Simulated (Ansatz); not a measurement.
The system is TiTe2.

```
Te Ti
1.0
     3.77700    0.00000    0.00000
    -1.88850    3.27098    0.00000
     0.00000    0.00000    6.49800
Te Ti
2 1
Direct
  0.33333 0.66667 0.73720
  0.66667 0.33333 0.26280
  0.00000 0.00000 0.00000
```

| Item | Value |
| --- | --- |
| Program | Ansatz 0.2.0 |
| Task | relaxation of cell and atoms |
| Functional | PBEsol |
| Potentials or basis | Ansatz PAW |
| Cutoff | 420 eV (not typed: the program's choice for these potentials) |
| k mesh | 8 × 8 × 4 |
| Occupations | fermi-dirac, width 0.05 eV |
| Spin | no spin polarisation |
| Hubbard terms | Ti d U = 7 eV |

At the start: volume 26.76 Å³/atom.

Problem. How do energy, volume and symmetry change on relaxing?

Solution. It ends after 7 steps and the volume is 30.23 Å³/atom (+13.0 %); space group P-3m1 (No. 164, to 0.05 Å).

Step by step:
| step | energy change (eV) | largest force (eV/Å) | volume (Å³) |
| --- | --- | --- | --- |
| 1 | 0.0000 | 0.2210 | 80.28 |
| 2 | -0.1724 | 0.1969 | 89.55 |
| 3 | -0.1807 | 0.0773 | 91.41 |
| 4 | -0.1817 | 0.0008 | 91.12 |
| 5 | -0.1818 | 0.0048 | 90.96 |
| 6 | -0.1819 | 0.0030 | 90.70 |
| 7 | -0.1840 | 0.0034 | 90.70 |

Final structure:
```cif
data_structure
_symmetry_space_group_name_H-M 'P 1'
_symmetry_Int_Tables_number 1
_cell_length_a 4.0023
_cell_length_b 4.0023
_cell_length_c 6.5383
_cell_angle_alpha 90.000
_cell_angle_beta 90.000
_cell_angle_gamma 120.000
_cell_volume 90.70
loop_
_atom_site_label
_atom_site_type_symbol
_atom_site_fract_x
_atom_site_fract_y
_atom_site_fract_z
_atom_site_occupancy
Te1 Te 0.33333 0.66667 0.74773 1
Te2 Te 0.66667 0.33333 0.25227 1
Ti1 Ti 0.00000 0.00000 0.00000 1
```

Caveat: the plane-wave basis is chosen anew once the cell has moved, so the energies of steps on either side of that aren't comparable; this functional lacks dispersion, which binds the layers, so the pressure and a relaxed spacing across them are unreliable; the volume moved by +13 % from the deposited cell, more than functionals usually miss; the PAW data sets come from PBE, with cores solved anew for the run's functional, which leaves a small shift of forces and pressure; the U is typed as a test and isn't derived for this compound.
